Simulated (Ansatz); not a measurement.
# PtSe2 (Sudovikovite) (P-3m1) in Ansatz: notebook, part 2 of 2

Ansatz 0.2.0. The steps go on from the part before.

## 3. Single point, PBE

Input file input.yaml:

```yaml
crystal:
  lattice:
    - [3.724, 0.0, 0.0]
    - [-1.862, 3.2250786037, 0.0]
    - [0.0, 0.0, 5.062]
  atoms:
    - { symbol: Pt, position: [0.0, 0.0, 0.0] }
    - { symbol: Se, position: [0.6666666667, 0.3333333333, 0.75] }
    - { symbol: Se, position: [0.3333333333, 0.6666666667, 0.25] }
hamiltonian:
  xc: pbe
  pseudopotentials: { kind: paw }
kpoints:
  mp_grid: { grid: [5, 5, 3] }
scf:
  occupations: { method: fermi_dirac, width: 0.05 }
output:
  forces: true
  stress: true
  eigenvalues: true
  write_density: true
  write_potential: true
  elf: true
  volumetric_format: npy
```

Potentials or basis: Ansatz PAW.

Run with:

```bash
ansatz run input.yaml --threads 2 --pin off --max-ram 5120MiB --backend cpu --events-out ev --progress --plain --runs-dir out
```

The program printed:

```text
Warning: RAYON_NUM_THREADS=2 ignored (pool sized by the plan → 2); use --threads N
Engine: ansatz 0.2.0, x86_64-unknown-linux-gnu
Pseudopotentials: kind: paw
Pseudopotential: Pt, paw, valence charge 18, recommended cutoff 420 eV (normal), Pt.paw.azcp
Pseudopotential: Se, paw, valence charge 16, recommended cutoff 420 eV (normal), Se.paw.azcp
Functional definition: PBE
  parameter kappa = 0.804
  parameter beta = 0.06672455060314922
  exchange = pbe_x(kappa = kappa, mu = beta*pi^2/3)
  correlation = pbe_c(beta = beta)
Crystal: 3 atoms, lattice volume = 60.796 Å³
Basis set: ecut = 420 eV, 1205 PW (Γ), exchange–correlation on 50×50×72 points (8 copies of the dense FFT grid, shifted against one another)
Bands: 30, of which v1, the nominal top of the filled ones, is band 25 counted from 1 (24 counted from 0)
Symmetry: 12 space group operations
Space group: P-3m1 (ITA 164), of the structure as read, at distance tolerance 3.9e-5 Å
k-points: 12 of 75
Non-local potential: Pt, projectors of the file, l = 0: 3, l = 1: 2, l = 2: 2, l = 3: 1
Non-local potential: Se, projectors of the file, l = 0: 2, l = 1: 2, l = 2: 3, l = 3: 1
PAW form: soft (Blöchl's): semilocal exchange-correlation on the pseudo side does not see the compensation charge
PAW one-centre angular grid: Pt, 590 points (default); XC on 64 Gauss nodes
PAW one-centre angular grid: Se, 590 points (default); XC on 64 Gauss nodes
Initial density: superposition of atomic densities (neutral atoms: chi_scale 0, normalization atom), corrected by the library's trained network
Initial wavefunctions: pseudopotential atomic-orbital guess
Functional: x = pbe(κ = 0.804, μ = 0.2195149727645171), c = pbe(β = 0.06672455060314922)
SCF iter   1: F=—  HF=-23462.275823 eV  |F-HF|=—  |Δ(HF+E_count)|=         —  Δρ=2.54e-3  dr2=2.37e-3  ethr=1.77e-3  ⟨swp⟩=5.9  Hψ=1411  notcnv=0
preconditioner: auto → Resta (q_TF=auto, 2.641 Å⁻¹)  ε∞=5.8  [insulator: Δε(μ)=0.629 eV  Ē_g=10.195 eV  σ=0.050 eV  W_gap=0.85  n_scr=22 (ndim 8)  ℏωp=22.3 eV  f_vac=0.035  D(μ)=0.46/eV (n_scr^D=0)  ε∞_Penn≈5.8]
SCF iter   2: F=—  HF=-23462.277333 eV  |F-HF|=—  |Δ(HF+E_count)|=   1.51e-3  Δρ=1.18e-3  dr2=7.53e-4  ethr=4.74e-6  ⟨swp⟩=2.2  Hψ=629  notcnv=0
SCF iter   3: F=—  HF=-23462.277482 eV  |F-HF|=—  |Δ(HF+E_count)|=   1.49e-4  Δρ=5.29e-4  dr2=1.32e-4  ethr=1.51e-6  ⟨swp⟩=2.0  Hψ=456  notcnv=0
SCF iter   4: F=—  HF=-23462.277521 eV  |F-HF|=—  |Δ(HF+E_count)|=   3.83e-5  Δρ=9.79e-5  dr2=4.75e-6  ethr=2.64e-7  ⟨swp⟩=2.0  Hψ=491  notcnv=0
SCF iter   5: F=—  HF=-23462.277504 eV  |F-HF|=—  |Δ(HF+E_count)|=   1.63e-5  Δρ=2.60e-5  dr2=6.79e-7  ethr=9.50e-9  ⟨swp⟩=2.0  Hψ=569  notcnv=0
SCF iter   6: F=-23462.277505 eV  HF=-23462.277505 eV  |F-HF|=4.07e-8  |Δ(HF+E_count)|=   1.54e-7  Δρ=1.10e-5  dr2=7.51e-8  ethr=2.00e-10  ⟨swp⟩=9.3  Hψ=2908  notcnv=0
SCF 1 converged in 6 iterations: F = -23462.277505 eV  dr2 = 7.51e-8
SCF converged after 6 iterations
Free energy (F): -23462.277505 eV
Harris-Foulkes:  -23462.277505 eV  (|F-HF|=4.07e-8)
Internal energy: -23462.273280 eV  (E = F + TS)
E sigma→0 (E₀):  -23462.275392 eV
Entropy (-TS):   -0.004224 eV (-1.408 meV/atom)
Fermi energy:    13.502123 eV
--- Per-component energies (eV) ---
  E_band       = -958.513091
  E_kinetic    = 876.281382
  E_local      = -6791.585298  (includes V_loc(G=0)·N_el)
  E_nonlocal   = -990.428568
  E_hartree    = 3150.739680
  E_xc         = -471.361400
  E_vxc        = -500.833929  (∫ρ·V_xc dr)
  E_paw        = -13277.982727  (= ΣΔE_a)
  E_vpaw       = 146.578201  (= ΣTr[D̂ρ^β])
  E_aug_tail   = -0.000985  (compensation charges beyond the density's cutoff)
  E_ewald      = -5957.935364
  E_smearing   = -0.004224  (= −TS)
  E_closure    = -0.000000  (closes the sum)
  Σ components = -23462.277505   (vs F -23462.277505, Δ=0.00e0)
--- Forces (eV/Å), atoms counted from 1 ---
  atom   1  Pt    -0.00000000    -0.00000000     0.00000000
  atom   2  Se     0.00000000    -0.00000000    -0.51605923
  atom   3  Se    -0.00000000     0.00000000     0.51605923
  max |Σ_I F_I| component: 5.26e-30 eV/Å
--- Stress (GPa, compression-positive) ---
        8.081421      -0.000000      -0.000000
       -0.000000       8.081421       0.000000
       -0.000000       0.000000       5.468512
  P = ⅓ Tr σ = 7.2105 GPa (72.105 kbar)
--- Band table (eV; the first three rows and the last of 12) ---
  k-point 0: bands = ["-86.2157", "-40.4657", "-40.4657", "-40.3852", "-35.2538", "-35.2538", "-35.2514", "-35.2514", "-35.2375", "-35.2375", "-35.2326", "-35.2326", "-35.2277", "-35.2274", "-2.4082", "0.4137", "6.1076", "6.8293", "6.8293", "9.2934", "9.2934", "10.7264", "12.2351", "12.2351", "13.7118", "14.7789", "14.7789", "16.9234", "17.5290", "20.6160"]
  k-point 1: bands = ["-86.2157", "-40.4657", "-40.4657", "-40.3852", "-35.2536", "-35.2536", "-35.2515", "-35.2515", "-35.2366", "-35.2366", "-35.2335", "-35.2335", "-35.2278", "-35.2273", "-2.0359", "-0.3673", "6.8692", "6.8692", "7.3168", "9.2696", "9.2696", "10.5733", "11.8975", "11.8975", "12.0354", "15.4075", "15.4075", "17.7159", "19.1815", "20.2614"]
  k-point 2: bands = ["-86.2157", "-40.4692", "-40.4667", "-40.3850", "-35.2534", "-35.2531", "-35.2522", "-35.2515", "-35.2369", "-35.2365", "-35.2338", "-35.2329", "-35.2275", "-35.2274", "-1.9735", "0.2253", "6.6056", "7.0946", "7.1508", "8.5330", "9.0617", "10.0047", "11.3899", "11.7670", "12.5009", "14.6552", "14.9741", "18.2811", "19.2278", "20.6096"]
  k-point 11: bands = ["-86.2155", "-40.4747", "-40.4707", "-40.3845", "-35.2534", "-35.2530", "-35.2521", "-35.2515", "-35.2368", "-35.2351", "-35.2346", "-35.2339", "-35.2272", "-35.2271", "-0.5187", "-0.3131", "6.1496", "6.9951", "7.7743", "8.3402", "8.8514", "9.7001", "9.7644", "10.6709", "11.3639", "14.2721", "15.1860", "18.5599", "19.8686", "21.1910"]
```

v_z.tsv:

```text
# z_ang	v_es[eV]	v_tot[eV]
# format = ansatz-planar-average/11
# xc	pbe
# density_cutoff_ev	1680
# datasets	Pt=:simpson_from_first_knot:soft	Se=:simpson_from_first_knot:soft
# lattice	3.724000000	0.000000000	0.000000000
# lattice	-1.862000000	3.225078604	0.000000000
# lattice	0.000000000	0.000000000	5.062000000
# sites	3
# site	78	0.000000000	0.000000000	0.000000000
# site	34	1.862000000	1.075026201	3.796500000
# site	34	0.000000000	2.150052402	1.265500000
0.000000	-4.403379e-1	-1.418260e1
0.140611	-1.436359e-1	-1.381796e1
0.281222	6.171840e-1	-1.285855e1
0.421833	1.596467e0	-1.157665e1
0.562444	2.917683e0	-9.882445e0
0.703056	4.696391e0	-7.747515e0
0.843667	6.512609e0	-5.672431e0
0.984278	7.820557e0	-4.172350e0
1.124889	8.589101e0	-3.201880e0
1.265500	9.106686e0	-2.392479e0
1.406111	9.519204e0	-1.544562e0
1.546722	9.928462e0	-5.560546e-1
1.687333	1.043166e1	6.107103e-1
1.827944	1.117651e1	2.019150e0
1.968556	1.232648e1	3.782287e0
2.109167	1.378628e1	5.802766e0
2.249778	1.502964e1	7.512124e0
2.390389	1.568252e1	8.452747e0
2.531000	1.586656e1	8.728255e0
2.671611	1.568252e1	8.452747e0
2.812222	1.502964e1	7.512124e0
2.952833	1.378628e1	5.802766e0
3.093444	1.232648e1	3.782287e0
3.234056	1.117651e1	2.019150e0
3.374667	1.043166e1	6.107103e-1
3.515278	9.928462e0	-5.560546e-1
3.655889	9.519204e0	-1.544562e0
3.796500	9.106686e0	-2.392479e0
3.937111	8.589101e0	-3.201880e0
4.077722	7.820557e0	-4.172350e0
4.218333	6.512609e0	-5.672431e0
4.358944	4.696391e0	-7.747515e0
4.499556	2.917683e0	-9.882445e0
4.640167	1.596467e0	-1.157665e1
4.780778	6.171840e-1	-1.285855e1
4.921389	-1.436359e-1	-1.381796e1
```

It took 0.9 s on 2 threads of Intel Xeon at 2.60GHz (Ice Lake), shared host; peak memory 0.36 GiB.

What came out:

```yaml
Free_energy: -23462.2775 eV
Pressure: 7.2 GPa
Largest_force: 0.516 eV/Å
Band_gap_on_the_k_mesh: none (metal or under the smearing width)
```

Forces in eV/Å, atoms in the order of the input:
```
Pt   0.000  0.000  0.000
Se   0.000  0.000 -0.516
Se   0.000  0.000  0.516
```

Stress tensor (GPa, compression positive):
```
8.08 0.00 0.00
0.00 8.08 0.00
0.00 0.00 5.47
```

Caveat: the k mesh is coarse (spacing up to 0.41 Å⁻¹), so the values aren't converged.
